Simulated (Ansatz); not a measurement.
**rocksalt-structured CaSe**

Level of theory: DFT, PBEsol, scalar-relativistic, no spin polarisation; plane waves to 420 eV with PAW datasets (Ansatz 0.2.0), 10×10×10 k-mesh, Gaussian smearing of 0.05 eV. The datasets are Ansatz's generated set soft_2.

```yaml
crystal:
  lattice:
    - [0.00000, 2.93427, 2.93427]
    - [2.93427, 0.00000, 2.93427]
    - [2.93427, 2.93427, 0.00000]
  atoms:
    - { symbol: Ca, position: [0.50000, 0.50000, 0.50000] }
    - { symbol: Se, position: [0.00000, 0.00000, 0.00000] }
```

The compound is reported in the structure type of the start.

The cell is relaxed to zero pressure at this level.

Elastic constants come from the stress of slightly strained cells with relaxed atoms, in GPa, Voigt order xx, yy, zz, yz, xz, xy in the Cartesian frame of the vectors above.

```
118.3  18.9  18.9   0.0   0.0   0.0
 18.9 118.3  18.9   0.0   0.0   0.0
 18.9  18.9 118.3   0.0   0.0   0.0
  0.0   0.0   0.0  27.3   0.0   0.0
  0.0   0.0   0.0   0.0  27.3   0.0
  0.0   0.0   0.0   0.0   0.0  27.3
```

Question: Work out the Voigt, Reuss and Hill moduli.

Answer: Voigt: K = (C11 + C22 + C33 + 2(C12 + C13 + C23))/9 = 52 GPa, G = (C11 + C22 + C33 − C12 − C13 − C23 + 3(C44 + C55 + C66))/15 = 36 GPa. Reuss, from the compliances S = C⁻¹: K = 52 GPa, G = 33 GPa. Hill means: K = 52 GPa, G = 35 GPa.

Question: And Young's modulus, Poisson's ratio, Pugh's ratio and the anisotropy?

Answer: E = 9KG/(3K + G) = 85 GPa, ν = (3K − 2G)/(6K + 2G) = 0.23, K/G = 1.50 (under the 1.75 that Pugh's rule, made for metals, takes as the line between brittle and ductile), universal anisotropy index 5G_V/G_R + K_V/K_R − 6 = 0.44. The eigenvalues of C are 27, 27, 27, 99, 99, 156 GPa, all positive.

Question: What sound velocities and Debye temperature follow for a polycrystal?

Answer: With a density of 3.912 g/cm³ (mean mass 59.5 u, 25.26 Å³/atom), K = 52.0 and G = 34.8 GPa from the unrounded constants, v_l = √((K + 4G/3)/ρ) = 5020 m/s and v_t = √(G/ρ) = 2980 m/s. The mean [(1/v_l³ + 2/v_t³)/3]^(−1/3) is 3300 m/s, and θ_D = (ħ/k_B)(6π²/V)^(1/3) v_m ≈ 340 K, with V the volume an atom. This is the low-temperature, elastic estimate.

For a cubic crystal three numbers say it all: C11 = 118.3, C12 = 18.9, C44 = 27.3 GPa. K = (C11 + 2C12)/3 = 52.0 GPa. The two shear moduli are C44 and C′ = (C11 − C12)/2 = 49.7 GPa, so Zener's ratio C44/C′ is 0.55: the crystal is stiffest along ⟨100⟩ and softest along ⟨111⟩. The Cauchy pressure C12 − C44 is -8.4 GPa; pair forces would make it zero if every atom sat on a centre of inversion, as here.

The equation of state, an independent route, gives B0 = 52 GPa, against 52 GPa here.

It took about 50 core-seconds on a shared host.

